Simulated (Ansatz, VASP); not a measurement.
Two plane-wave programs on BN

```
B N
1.0
     0.00000    1.57924    1.89448
     1.89448    0.00000    1.89448
     1.89448    1.57924    0.00000
B N
1 1
Direct
  0.00000 0.00000 0.00000
  0.75000 0.75000 0.75000
```

Alike in both runs: task single point; functional PBE; k mesh 12 × 12 × 12; occupations gaussian, width 0.05 eV; no spin polarisation.

|  | VASP | Ansatz |
| --- | --- | --- |
| version | VASP 6.6.1 | Ansatz 0.2.0 |
| potentials or method | VASP PAW PBE potentials, release 64 (B, N) | scalar-relativistic, plane waves, PAW |
| plane-wave cutoff (eV) | 520 | 520 |
| valence electrons in the cell | 8 | 8 |

```tsv
	VASP	Ansatz	Ansatz less VASP
gap on the k mesh at the Fermi level (eV)	1.80	1.81	+0.015
least direct gap on the mesh (eV)	7.54	7.55	+0.013
pressure (GPa)	19.0	18.7	-0.31
largest component of the traceless stress (GPa)	58.70	58.68	-0.017
```

Caveats: so large a pressure means that the cell lies far from this level's equilibrium, or that cutoff or potentials fall short (VASP). A k mesh can miss the band edges.
